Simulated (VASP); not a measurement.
AgBr:

```xyz
2
Lattice="0.0000 2.8927 2.8927 2.8927 0.0000 2.8927 2.8927 2.8927 0.0000" Properties=species:S:1:pos:R:3 pbc="T T T"
Ag    0.0000    0.0000    0.0000
Br    2.8927    2.8927    2.8927
```

The cell was built by a generator and needn't be a form met in nature.

Base run:

- Program: VASP 6.6.1
- Functional: PBE
- Potentials or basis: VASP PAW PBE potentials, release 64 (Ag, Br)
- Cutoff: 520 eV
- k mesh: 6 × 6 × 6
- Occupations: gaussian, width 0.01 eV
- Spin: no spin polarisation

Its results: band gap on the k mesh 0.68 eV, indirect (least direct gap 2.53 eV); pressure 1.2 GPa.

Q: The run is repeated on the same cell with these changes: functional from PBE to HSE06. What comes out?

A: Band gap on the k mesh 2.01 eV, indirect (least direct gap 3.76 eV); pressure 0.8 GPa.

HSE06 gives the wider gap, since exact exchange removes part of the self-interaction.

Caveats: the PAW data sets were made with another functional, which shifts forces and pressure a little (some runs).

A k mesh can miss the band edges.
